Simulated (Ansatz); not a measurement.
A nudged elastic band was laid between two geometries of a periodic cell of 17 atoms, Si (host Si, host structure diamond, interstitial Si).

Level of theory: DFT PBEsol, scalar-relativistic, plane waves, PAW in Ansatz. Settings: PAW set soft_1, cutoff 420 eV, k mesh 2x2x2, fermi-dirac smearing 0.05 eV, no spin polarisation.

- movable images: 5
- climbing image: yes
- spring: 5.0 eV/Å²
- optimiser: lbfgs
- start path: straight line
- force threshold: 0.05 eV/Å
- iteration limit: 52
- end points: relaxed

Initial state:

```xyz
17
Lattice="0.0000 5.4300 5.4300 5.4300 0.0000 5.4300 5.4300 5.4300 0.0000" Properties=species:S:1:pos:R:3
Si 0.000 0.002 -0.036
Si 1.382 1.385 1.330
Si 2.712 2.720 -0.005
Si 4.048 4.050 1.331
Si 2.748 0.003 2.712
Si 4.067 1.364 4.076
Si 5.429 2.683 2.713
Si 6.808 4.054 4.092
Si 0.000 2.751 2.714
Si 1.364 4.068 4.077
Si 2.681 5.431 2.714
Si 4.048 6.815 4.095
Si 2.715 2.716 5.430
Si 4.067 4.069 6.781
Si 5.429 5.433 5.462
Si 6.792 6.794 6.781
Si 5.427 5.435 2.710
```

Final state:

Only the atoms that move by more than 0.05 Å are listed.
```
Si17 4.070 4.077 4.072
```

Task: Which bonds break or form, and what moves?

Result: Contacts lost: Si2–Si17. Contacts made: Si13–Si17. The atom that moves furthest is Si17, by 2.35 Å; four of its nearest neighbours are Si8 2.39, Si4 2.39, Si12 2.39, Si2 2.39 Å at the first end and Si7 2.39, Si13 2.39, Si11 2.39, Si15 2.39 Å at the last.

Task: What energy profile does the band end with?

Result: The forces met the threshold. The highest image is number 3 of 0 to 6, 0.30 eV above the ends, which have the same energy within 2 meV. By the program's own check the climbing image is a first-order saddle point (lowest curvatures found: -0.37 and 0.54 eV/Å²). Limits of this set-up: coarse k mesh, PAW files made for another functional, a small cell, in which the defect meets its images.

```csv
image,path coordinate (Å),energy (eV),Si2–Si17 (Å),Si13–Si17 (Å)
0,0.00,0.00,2.39,4.70
1,0.57,0.11,2.45,4.24
2,1.15,0.26,2.62,3.75
3,1.72,0.30,3.13,3.13
4,2.29,0.26,3.75,2.61
5,2.86,0.11,4.24,2.45
6,3.42,0.00,4.70,2.39
```

Task: What is the geometry of the highest image?

Result: 
```xyz
17
Lattice="0.0000 5.4300 5.4300 5.4300 0.0000 5.4300 5.4300 5.4300 0.0000" Properties=species:S:1:pos:R:3
Si -0.071 -0.067 -0.020
Si 1.129 1.133 1.583
Si 2.501 2.503 0.212
Si 3.975 3.978 1.254
Si 2.733 -0.068 2.784
Si 4.141 1.341 4.001
Si 5.526 2.615 2.618
Si 6.889 3.978 4.168
Si -0.071 2.736 2.784
Si 1.337 4.145 4.001
Si 2.612 5.528 2.617
Si 3.975 6.892 4.168
Si 2.940 2.944 5.202
Si 4.141 4.145 6.805
Si 5.526 5.528 5.531
Si 7.000 7.003 6.573
Si 4.751 4.753 3.392
```

The band took 19 iterations and roughly 11 core-minutes.

Run time: 11 min on 1 thread of AMD EPYC 7R43 64-Core Processor (Zen 3) (shared host), peak memory 0.87 GiB.
